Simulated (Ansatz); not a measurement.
SnO₂ in the fluorite structure, relaxed with r2SCAN in the PAW code Ansatz. The symmetry is Fm-3m (No. 225, cubic); a = 5.067 Å in the conventional setting, 10.84 Å³ an atom. Sn is surrounded by 8 O at 2.19 Å; O is surrounded by 4 Sn at 2.19 Å.

The axes x, y and z are those of this cell:
```
Sn O
1.0
     0.00000    2.53347    2.53347
     2.53347    0.00000    2.53347
     2.53347    2.53347    0.00000
Sn O
1 2
Direct
  0.00000 0.00000 0.00000
  0.25000 0.25000 0.25000
  0.75000 0.75000 0.75000
```

Unstrained: With r2SCAN the valence top lies at W and the conduction bottom at Γ, 0.838 eV higher; the smallest vertical gap, at Γ, is 2.269 eV. HSE06 gives an indirect gap of 1.684 eV, from W to Γ; the least direct gap is 3.172 eV at Γ. Meshes: r2SCAN 8×8×8, HSE06 6×6×6. Strains are changes of length per length. After each strain the atoms were relaxed again with r2SCAN within the symmetry that the strain leaves, so tilts or polar shifts that break it weren't tested; points keep the names that they have in the unstrained zone. Simulation only: spin-unpolarised, and no claim that this is the phase found in nature.

Question: Estimate what uniaxial -3.0 % along [111], other directions held does to the gap.

Answer: r2SCAN: the gap goes from 0.838 to 1.178 eV (+0.340 eV). HSE06: the gap goes from 1.684 to 2.056 eV (+0.372 eV). The r2SCAN energy rises by 8.5 meV an atom.

Question: Apply epitaxial +3.0 % in the xy plane, free normal strain -0.59 %. How far does the gap move, against the unstrained cell?

Answer: r2SCAN: the gap goes from 0.838 to 0.085 eV (-0.753 eV); the edges go from W → Γ to (3/8, -1/2, -1/8) → Γ; so small a gap is at the limit of these settings. The r2SCAN energy rises by 34.2 meV an atom.

Question: Apply isotropic -4.0 % on every length. How far does the gap move, against the unstrained cell?

Answer: r2SCAN: the gap goes from 0.838 to 2.201 eV (+1.363 eV). HSE06: the gap goes from 1.684 to 3.164 eV (+1.480 eV). The r2SCAN energy rises by 129.2 meV an atom.

Question: For epitaxial +0.5 % in the xy plane, how far does the free direction move, and what happens to the gap?

Answer: The normal strain at zero normal stress is -0.10 %, 0.20 of the in-plane strain with the sign turned. r2SCAN: the gap goes from 0.838 to 0.727 eV (-0.111 eV).

Question: Apply uniaxial +5.0 % along x, other directions held. How far does the gap move, against the unstrained cell?

Answer: r2SCAN: the gap goes from 0.838 to 0.065 eV (-0.773 eV); so small a gap is at the limit of these settings. The r2SCAN energy rises by 43.2 meV an atom.

Spin-orbit coupling is left out, which matters wherever the heavy atoms make up the band edges.

The meshes of the hybrids are coarse, so their gaps aren't converged to the digits shown.
